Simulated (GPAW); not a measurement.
# ZnS (Wurtzite-2H) (P6_3mc) in GPAW: further runs

Aim: see how the results for ZnS (Wurtzite-2H) move with the level of theory and the settings. Levels: revPBE+D4, SCAN. Tasks: relaxation of cell and atoms.

Program: GPAW 26.7.0. These are calculated values, not measurements. Logs are shortened: lines on timing, memory, paths and dates and some standing lists are left out, and cuts for length are marked. The log counts tension as positive stress, the text compression.

## (1) Starting point

The structure is hexagonal, space group P6_3mc (No. 186). The conventional cell has a = 3.811 Å, b = 3.811 Å, c = 6.234 Å, α = 90.00°, β = 90.00°, γ = 120.00°. Zn (site symmetry 3m) has 4 S at 2.31 to 2.40 Å as nearest neighbours. S (site symmetry 3m) is surrounded by 4 Zn at 2.31 to 2.40 Å.

## (2) Relaxation of cell and atoms, revPBE+D4, target pressure 2 GPa, at which the enthalpy is minimised

Input file run.py:

```python
from ase.calculators.mixing import SumCalculator
from ase.filters import FrechetCellFilter
from ase.io import read, write
from ase.optimize import FIRE
from ase.units import GPa
from dftd4.ase import DFTD4
from gpaw import GPAW, PW

atoms = read('POSCAR')

calc = GPAW(mode=PW(600),
            xc='revPBE',
            kpts={'size': (6, 6, 3), 'gamma': True},
            occupations={'name': 'fermi-dirac', 'width': 0.05},
            nbands=31,
            convergence={'density': 1e-05, 'energy': 1e-05},
            maxiter=150,
            txt='gpaw.txt')
atoms.calc = SumCalculator([calc, DFTD4(method='revpbe')])
opt = FIRE(FrechetCellFilter(atoms, scalar_pressure=2 * GPa), trajectory='relax.traj', logfile='-')
done = opt.run(fmax=0.01, steps=60)
calc.write('gs.gpw')
write('result.traj', atoms)
print('Converged:', done)
print('Cell:', atoms.cell.cellpar().round(4))
print('Volume:', round(atoms.get_volume(), 4))
print(atoms.get_scaled_positions().round(5))
```

Input file POSCAR:

```
ZnS
1.0
    3.8110000000      0.0000000000      0.0000000000
   -1.9055000000      3.3004228138      0.0000000000
    0.0000000000      0.0000000000      6.2340000000
Zn S
2 2
Direct
    0.6666666667      0.3333333333      0.5000000000
    0.3333333333      0.6666666667      0.0000000000
    0.6666666667      0.3333333333      0.8850000000
    0.3333333333      0.6666666667      0.3850000000
```

Potentials or basis: the program's PAW data sets (release 1.2.1) made for this functional, pw.

Launch:

```sh
$ OMP_NUM_THREADS=1 python run.py
```

gpaw.txt:

```text
__  _  _
 | _ |_)|_||  |
 |__||  | ||/\| - 26.7.0

Input parameters:
  mode=PW(ecut=600.0),
  convergence={'density': 1e-05, 'energy': 1e-05},
  kpts=MonkhorstPack(size=(6, 6, 3), gamma=True),
  maxiter=150,
  nbands=31,
  occupations=Occupations(name='fermi-dirac', width=0.05),
  xc=XC(name='revPBE')

Diagonalizing LCAO Hamiltonian
Converting LCAO to pw mode

            S

            Zn
        S

        Zn

Atoms  # Å, Bohr magnetons
|   | symbol |         x |        y |        z |    initial magnetic moments |
|---|--------|-----------|----------|----------|-----------------------------|
| 0 |     Zn |  1.905500 | 1.100141 | 3.117000 | ( 0.0000,  0.0000,  0.0000) |
| 1 |     Zn | -0.000000 | 2.200282 | 0.000000 | ( 0.0000,  0.0000,  0.0000) |
| 2 |      S |  1.905500 | 1.100141 | 5.517090 | ( 0.0000,  0.0000,  0.0000) |
| 3 |      S | -0.000000 | 2.200282 | 2.400090 | ( 0.0000,  0.0000,  0.0000) |

Unit cell  # Å
| periodic |         x |        y |        z |  lengths |     angles |
|----------|-----------|----------|----------|----------|------------|
|      yes |  3.811000 | 0.000000 | 0.000000 | 3.811000 |  90.000000 |
|      yes | -1.905500 | 3.300423 | 0.000000 | 3.811000 |  90.000000 |
|      yes |  0.000000 | 0.000000 | 6.234000 | 6.234000 | 120.000000 |

Number of symmetries: 6
Symmetry operations  # r_c * U_cc + t_c -> r_c
|   | kind |            matrix            |
|---|------|------------------------------|
| 0 |  σ   |  1, 1, 0,  0,-1, 0,  0, 0, 1 |
| 1 |  E   |  1, 0, 0,  0, 1, 0,  0, 0, 1 |
| 2 |  C3  |  0, 1, 0, -1,-1, 0,  0, 0, 1 |
| 3 |  σ   |  0,-1, 0, -1, 0, 0,  0, 0, 1 |
| 4 |  σ   | -1, 0, 0,  1, 1, 0,  0, 0, 1 |
| 5 |  C3  | -1,-1, 0,  1, 0, 0,  0, 0, 1 |
[... 194 lines left out ...]
Stress tensor  # eV/Ang^3
|         x |         y |         z |
|-----------|-----------|-----------|
| -0.032782 |  0.000000 |  0.000000 |
|  0.000000 | -0.032782 |  0.000000 |
|  0.000000 |  0.000000 | -0.018211 |

Forces  # eV/Ang
|       x |       y |        z |
|---------|---------|----------|
| 0.00000 | 0.00000 |  0.33808 |  # Zn   0
| 0.00000 | 0.00000 |  0.33806 |  # Zn   1
| 0.00000 | 0.00000 | -0.33808 |  # S    2
| 0.00000 | 0.00000 | -0.33801 |  # S    3

Interpolating wave functions to new cell

            S

            Zn
        S
[... 219 lines left out ...]
Stress tensor  # eV/Ang^3
|         x |         y |         z |
|-----------|-----------|-----------|
| -0.033315 | -0.000000 |  0.000000 |
| -0.000000 | -0.033315 | -0.000000 |
|  0.000000 | -0.000000 | -0.020681 |

Forces  # eV/Ang
|       x |        y |        z |
|---------|----------|----------|
| 0.00000 | -0.00000 |  0.30577 |  # Zn   0
| 0.00000 |  0.00000 |  0.30577 |  # Zn   1
| 0.00000 | -0.00000 | -0.30557 |  # S    2
| 0.00000 |  0.00000 | -0.30545 |  # S    3

Interpolating wave functions to new cell

           S

           Zn
        S
[... 226 lines left out ...]
Forces  # eV/Ang
|        x |        y |        z |
|----------|----------|----------|
|  0.00000 |  0.00000 |  0.23872 |  # Zn   0
| -0.00000 | -0.00000 |  0.23873 |  # Zn   1
|  0.00000 |  0.00000 | -0.23819 |  # S    2
|  0.00000 |  0.00000 | -0.23827 |  # S    3

Diagonalizing LCAO Hamiltonian
Converting LCAO to pw mode

           S

           Zn
        S

        Zn

Atoms  # Å, Bohr magnetons
|   | symbol |         x |        y |        z |    initial magnetic moments |
|---|--------|-----------|----------|----------|-----------------------------|
| 0 |     Zn |  1.898101 | 1.095869 | 3.111938 | ( 0.0000,  0.0000,  0.0000) |
| 1 |     Zn | -0.000000 | 2.191738 | 0.018550 | ( 0.0000,  0.0000,  0.0000) |
| 2 |      S |  1.898101 | 1.095869 | 5.456756 | ( 0.0000,  0.0000,  0.0000) |
| 3 |      S | -0.000000 | 2.191738 | 2.363372 | ( 0.0000,  0.0000,  0.0000) |
[... 451 lines left out ...]
Forces  # eV/Ang
|        x |        y |        z |
|----------|----------|----------|
|  0.00000 | -0.00000 | -0.00157 |  # Zn   0
| -0.00000 |  0.00000 | -0.00164 |  # Zn   1
|  0.00000 | -0.00000 |  0.00152 |  # S    2
| -0.00000 |  0.00000 |  0.00173 |  # S    3

Interpolating wave functions to new cell

           S

        S  Zn

        Zn

Atoms  # Å, Bohr magnetons
|   | symbol |         x |        y |        z |    initial magnetic moments |
|---|--------|-----------|----------|----------|-----------------------------|
| 0 |     Zn |  1.887053 | 1.089490 | 3.104636 | ( 0.0000,  0.0000,  0.0000) |
| 1 |     Zn | -0.000000 | 2.178981 | 0.037212 | ( 0.0000,  0.0000,  0.0000) |
| 2 |      S |  1.887053 | 1.089490 | 5.392102 | ( 0.0000,  0.0000,  0.0000) |
| 3 |      S | -0.000000 | 2.178981 | 2.324735 | ( 0.0000,  0.0000,  0.0000) |
[... 213 lines left out ...]
Forces  # eV/Ang
|        x |        y |        z |
|----------|----------|----------|
| -0.00000 |  0.00000 | -0.14068 |  # Zn   0
|  0.00000 | -0.00000 | -0.14002 |  # Zn   1
|  0.00000 | -0.00000 |  0.14131 |  # S    2
| -0.00000 |  0.00000 |  0.13958 |  # S    3

Interpolating wave functions to new cell

           S

        S  Zn

        Zn

Atoms  # Å, Bohr magnetons
|   | symbol |         x |        y |        z |    initial magnetic moments |
|---|--------|-----------|----------|----------|-----------------------------|
| 0 |     Zn |  1.886904 | 1.089405 | 3.104581 | ( 0.0000,  0.0000,  0.0000) |
| 1 |     Zn | -0.000000 | 2.178810 | 0.036891 | ( 0.0000,  0.0000,  0.0000) |
| 2 |      S |  1.886905 | 1.089405 | 5.392902 | ( 0.0000,  0.0000,  0.0000) |
| 3 |      S | -0.000000 | 2.178810 | 2.325262 | ( 0.0000,  0.0000,  0.0000) |
[... 210 lines left out ...]
Forces  # eV/Ang
|        x |        y |        z |
|----------|----------|----------|
| -0.00000 |  0.00000 | -0.13405 |  # Zn   0
|  0.00000 | -0.00000 | -0.13363 |  # Zn   1
|  0.00000 | -0.00000 |  0.13433 |  # S    2
| -0.00000 |  0.00000 |  0.13333 |  # S    3

Interpolating wave functions to new cell

           S

        S  Zn

        Zn

Atoms  # Å, Bohr magnetons
|   | symbol |         x |        y |        z |    initial magnetic moments |
|---|--------|-----------|----------|----------|-----------------------------|
| 0 |     Zn |  1.886611 | 1.089236 | 3.104479 | ( 0.0000,  0.0000,  0.0000) |
| 1 |     Zn | -0.000000 | 2.178471 | 0.036263 | ( 0.0000,  0.0000,  0.0000) |
| 2 |      S |  1.886612 | 1.089235 | 5.394468 | ( 0.0000,  0.0000,  0.0000) |
| 3 |      S | -0.000000 | 2.178471 | 2.326293 | ( 0.0000,  0.0000,  0.0000) |
[... 210 lines left out ...]
Forces  # eV/Ang
|        x |        y |        z |
|----------|----------|----------|
| -0.00000 |  0.00000 | -0.12136 |  # Zn   0
|  0.00000 | -0.00000 | -0.12089 |  # Zn   1
|  0.00000 | -0.00000 |  0.12168 |  # S    2
| -0.00000 |  0.00000 |  0.12046 |  # S    3

Interpolating wave functions to new cell

           S

        S  Zn

        Zn

Atoms  # Å, Bohr magnetons
|   | symbol |         x |        y |        z |    initial magnetic moments |
|---|--------|-----------|----------|----------|-----------------------------|
| 0 |     Zn |  1.886180 | 1.088987 | 3.104342 | ( 0.0000,  0.0000,  0.0000) |
| 1 |     Zn | -0.000000 | 2.177974 | 0.035362 | ( 0.0000,  0.0000,  0.0000) |
| 2 |      S |  1.886181 | 1.088987 | 5.396736 | ( 0.0000,  0.0000,  0.0000) |
| 3 |      S | -0.000000 | 2.177974 | 2.327784 | ( 0.0000,  0.0000,  0.0000) |
[... 1552 lines left out ...]
convergence criteria:
- Maximum integral of absolute [dens]ity change: 1e-05 electrons / valence electron
- Maximum [total energy] change in last 3 cyles: 1e-05 eV / valence electron
- Maximum integral of absolute [eigenst]ate change: 4e-08 eV^2 / valence electron
maximum number of iterations: 150

SCF iterations
|iter     | |      energy | eigst |  dens |
|---------|-|-------------|-------|-------|
|iter:   1| |  -12.485857 | -5.76 |       |
|iter:   2| |  -12.485857 | -7.59c| -4.47 |
|iter:   3| |  -12.485858c| -7.64c| -4.50 |
|iter:   4| |  -12.485858c| -8.85c| -5.15c|

Converged in 4 steps
Energy contributions relative to reference atoms: (reference = -119451.774830)

Energy contributions:
  Kinetic:          28.393500
  Coulomb:         -23.487159
  Zero:              0.100735
  External:          0.000000
  Xc:              -17.492933
  Entropy:          -0.000000
  Spinorbit:         0.000000
  ----------------------------
  Free energy:     -12.485858
  Extrapolated:    -12.485858
[... 1198 lines left out ...]
Stress tensor  # eV/Ang^3
|         x |         y |         z |
|-----------|-----------|-----------|
| -0.047584 | -0.000000 | -0.000000 |
| -0.000000 | -0.047584 |  0.000000 |
| -0.000000 |  0.000000 | -0.049477 |

Forces  # eV/Ang
|        x |        y |        z |
|----------|----------|----------|
| -0.00000 |  0.00000 |  0.02535 |  # Zn   0
|  
[... cut ...]
    |
|  33 | (  0.50000000,   0.50000000,   0.33333333) | 0.01851852 |

Plane wave coefficients: 2549
Cutoff: 600.0 eV

Spin-components: 1 (collinear spins)
Bands:           31
Projectors:      22
Spin-degeneracy: 2
Datatype:        complex128
[... 1575 lines left out ...]
Forces  # eV/Ang
|        x |        y |        z |
|----------|----------|----------|
| -0.00000 |  0.00000 | -0.00170 |  # Zn   0
|  0.00000 | -0.00000 | -0.00176 |  # Zn   1
|  0.00000 | -0.00000 |  0.00184 |  # S    2
| -0.00000 |  0.00000 |  0.00190 |  # S    3

# Writing to gs.gpw (mode='')
```

Wall time 17 min (1 thread of Arm Neoverse V2, shared host); peak memory 0.31 GiB.

Results:

```
Free energy                                            : -14.8213 eV
Relaxed volume                                         : 18.83 Å³/atom
Relaxed cell                                           : a = 3.754 Å, b = 3.754 Å, c = 6.172 Å, α = 90.00°, β = 90.00°, γ = 120.00°
Space group after relaxing (to 0.05 Å)                 : P6_3mc (No. 186)
Energy change on relaxing (the enthalpy is what falls) : -3.5 meV/atom
Ionic steps                                            : 34
Pressure after relaxing                                : 2.0 GPa
Largest force after relaxing                           : 0.005 eV/Å
Band gap on the k mesh                                 : 2.50 eV, direct
Dispersion energy per atom                             : -0.586 eV
```

Forces in eV/Å, atoms in the order of the input:
```
Zn   0.000  0.000  0.005
Zn   0.000  0.000  0.004
S    0.000  0.000 -0.004
S    0.000  0.000 -0.004
```

The path:
```tsv
step	energy change (eV)	largest force (eV/Å)	pressure (GPa)	volume (Å³)
1	0.0000	0.3396	-0.92	78.41
2	-0.0059	0.3077	-0.77	78.20
3	-0.0151	0.2413	-0.44	77.79
4	-0.0227	0.1387	0.08	77.21
5	-0.0233	0.0033	0.79	76.49
6	-0.0139	0.1353	1.69	75.68
7	-0.0142	0.1284	1.69	75.67
8	-0.0146	0.1158	1.70	75.66
9	-0.0151	0.0969	1.71	75.65
10	-0.0156	0.0742	1.73	75.62
11	-0.0160	0.0481	1.76	75.60
12	-0.0161	0.0200	1.79	75.57
13	-0.0160	0.0086	1.83	75.53
14	-0.0155	0.0369	1.88	75.48
15	-0.0155	0.0368	1.88	75.48
16	-0.0155	0.0360	1.88	75.48
17	-0.0155	0.0351	1.88	75.48
18	-0.0154	0.0339	1.89	75.48
19	-0.0154	0.0325	1.89	75.48
20	-0.0154	0.0308	1.89	75.47
21	-0.0154	0.0290	1.90	75.47
22	-0.0154	0.0267	1.90	75.46
23	-0.0153	0.0239	1.91	75.46
24	-0.0153	0.0206	1.92	75.45
25	-0.0152	0.0169	1.93	75.44
26	-0.0151	0.0127	1.94	75.43
27	-0.0150	0.0080	1.95	75.41
28	-0.0149	0.0037	1.97	75.40
29	-0.0147	0.0001	1.98	75.38
30	-0.0146	0.0027	2.00	75.37
31	-0.0144	0.0037	2.02	75.35
32	-0.0143	0.0027	2.03	75.33
33	-0.0142	0.0005	2.04	75.32
34	-0.0142	0.0045	2.05	75.32
```

Final structure:
```
CELL_PARAMETERS angstrom
3.75388 0.00000 0.00000
-1.87694 3.25096 0.00000
0.00000 0.00000 6.17163
ATOMIC_POSITIONS crystal
Zn 0.66667 0.33333 0.50575
Zn 0.33333 0.66667 0.00575
S 0.66667 0.33333 0.87926
S 0.33333 0.66667 0.37926
```

Caveat: later steps reuse the first step's grids. Expect the measured gap to be larger: semilocal functionals such as revPBE lack the derivative discontinuity.

## (3) Relaxation of cell and atoms, SCAN

Input file run.py:

```python
from ase.filters import FrechetCellFilter
from ase.io import read, write
from ase.optimize import BFGS
from gpaw import GPAW, PW

atoms = read('ZnS.cif')

calc = GPAW(mode=PW(600),
            xc='MGGA_X_SCAN+MGGA_C_SCAN',
            kpts={'size': (6, 6, 3), 'gamma': True},
            occupations={'name': 'fermi-dirac', 'width': 0.05},
            nbands=31,
            convergence={'density': 1e-06, 'energy': 1e-06, 'eigenstates': 1e-10},
            maxiter=150,
            txt='gpaw.txt')
atoms.calc = calc
opt = BFGS(FrechetCellFilter(atoms), trajectory='relax.traj', logfile='-')
done = opt.run(fmax=0.01, steps=100)
calc.write('gs.gpw')
write('result.traj', atoms)
print('Converged:', done)
print('Cell:', atoms.cell.cellpar().round(4))
print('Volume:', round(atoms.get_volume(), 4))
print(atoms.get_scaled_positions().round(5))
```

Input file ZnS.cif:

```cif
data_ZnS
_cell_length_a 3.81100000
_cell_length_b 3.81100000
_cell_length_c 6.23400000
_cell_angle_alpha 90.00000000
_cell_angle_beta 90.00000000
_cell_angle_gamma 120.00000000
_space_group_name_H-M_alt 'P6_3mc'
_space_group_name_Hall 'P 6c -2c'
_space_group_IT_number 186
loop_
_space_group_symop_operation_xyz
'x,y,z'
'x-y,x,z+1/2'
'-y,x-y,z'
'-x,-y,z+1/2'
'-x+y,-x,z'
'y,-x+y,z+1/2'
'y,x,z+1/2'
'x,x-y,z'
'x-y,-y,z+1/2'
'-y,-x,z'
'-x,-x+y,z+1/2'
'-x+y,y,z'
loop_
_atom_site_label
_atom_site_type_symbol
_atom_site_symmetry_multiplicity
_atom_site_Wyckoff_symbol
_atom_site_fract_x
_atom_site_fract_y
_atom_site_fract_z
_atom_site_occupancy
Zn1 Zn 2 b 0.6666666667 0.3333333333 0.5000000000 1
S1 S 2 b 0.6666666667 0.3333333333 0.8850000000 1
```

Potentials or basis: GPAW PAW data sets (gpaw-data 1.2.1), pw.

Launch:

```sh
$ OMP_NUM_THREADS=1 python run.py
```

Run time: 30 min. Hardware: 1 thread of Arm Neoverse V1, shared host; peak memory 1.2 GiB.

Results (log left out):

| Quantity | Value |
| --- | --- |
| Free energy | -47.7393 eV |
| Relaxed volume | 19.39 Å³/atom |
| Relaxed cell | a = 3.792 Å, b = 3.792 Å, c = 6.227 Å, α = 90.00°, β = 90.00°, γ = 120.00° |
| Space group after relaxing (to 0.05 Å) | P6_3mc (No. 186) |
| Energy gained by relaxing | 6.0 meV/atom |
| Ionic steps | 13 |
| Pressure after relaxing | 0.0 GPa |
| Largest force after relaxing | 0.005 eV/Å |
| Band gap on the k mesh | 2.76 eV, direct |

Forces in eV/Å, atoms in the order of the input:
```
Zn   0.000  0.000 -0.003
Zn   0.000  0.000 -0.003
S    0.000  0.000 -0.005
S    0.000  0.000 -0.005
```

Step by step:
```
step  energy change (eV)  largest force (eV/Å)  pressure (GPa)  volume (Å³)
   1              0.0000                0.3195           -0.70        78.41
   2             -0.0061                0.2786           -0.68        78.34
   3             -0.0215                0.0833           -0.25        77.81
   4             -0.0226                0.0243           -0.35        77.89
   5             -0.0228                0.0136           -0.30        77.84
   6             -0.0234                0.0207           -0.05        77.60
   7             -0.0236                0.0175            0.10        77.44
   8             -0.0237                0.0061            0.18        77.37
   9             -0.0238                0.0132            0.17        77.38
  10             -0.0239                0.0196            0.12        77.42
  11             -0.0240                0.0191            0.05        77.49
  12             -0.0240                0.0113            0.00        77.54
  13             -0.0241                0.0051           -0.01        77.54
```

Final structure:
```
Zn S
1.0
     3.79196    0.00000    0.00000
    -1.89598    3.28393    0.00000
     0.00000    0.00000    6.22714
Zn S
2 2
Direct
  0.66667 0.33333 0.50511
  0.33333 0.66667 0.00511
  0.66667 0.33333 0.87907
  0.33333 0.66667 0.37906
```

Levels at points of the mesh, in eV from the valence-band top:
```
           k point  band 14  band 15  band 16  band 17  band 18  band 19  band 20  band 21  band 22  band 23
(0.00, 0.00, 0.00)    -0.94    -0.94    -0.09     0.00     0.00     2.76     3.59     6.74     6.74     7.00
(0.50, 0.50, 0.00)    -4.24    -3.42    -2.36    -1.76    -0.93     4.00     4.75     5.41     7.32     7.97
```

Caveat: later steps reuse the first step's grids; the PAW data sets were made with another functional, which shifts forces and pressure a little.
